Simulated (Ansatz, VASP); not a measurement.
Hg2H in VASP and in Ansatz

```
Hg H
1.0
     0.00000    3.14921    3.14921
     3.14921    0.00000    3.14921
     3.14921    3.14921    0.00000
Hg H
2 1
Direct
  0.75000 0.75000 0.75000
  0.25000 0.25000 0.25000
  0.00000 0.00000 0.00000
```

Change from the starting cell: species swapped into the YbH2 type (Fm-3m, No. 225).

Alike in both runs: task relaxation of cell and atoms; functional PBE; k mesh 12 × 12 × 12; occupations gaussian, width 0.1 eV; no spin polarisation.

|  | VASP | Ansatz |
| --- | --- | --- |
| version | VASP 6.6.1 | Ansatz 0.2.0 |
| potentials or method | VASP PAW PBE potentials, release 64 (Hg, H) | scalar-relativistic, plane waves, PAW |
| plane-wave cutoff (eV) | 600 | 420 |
| valence electrons in the cell | 25 | 41 |

```tsv
	VASP	Ansatz	Ansatz less VASP
gap on the k mesh at the Fermi level, each at its own relaxed structure (eV)	none	none	-
relaxed volume (Å³/atom)	20.20	20.02	-0.175
relaxed cell length with the largest relative difference (Å)	4.409	4.396	-0.0128
energy change over the relaxation (meV/atom)	-2	-3	-1.0
```

A gap of «none» marks a metal or a gap that the smearing closes. The two sets of potentials don't hold the same shells in valence.

The runs have no spin-orbit coupling, so splittings on Hg are missing.
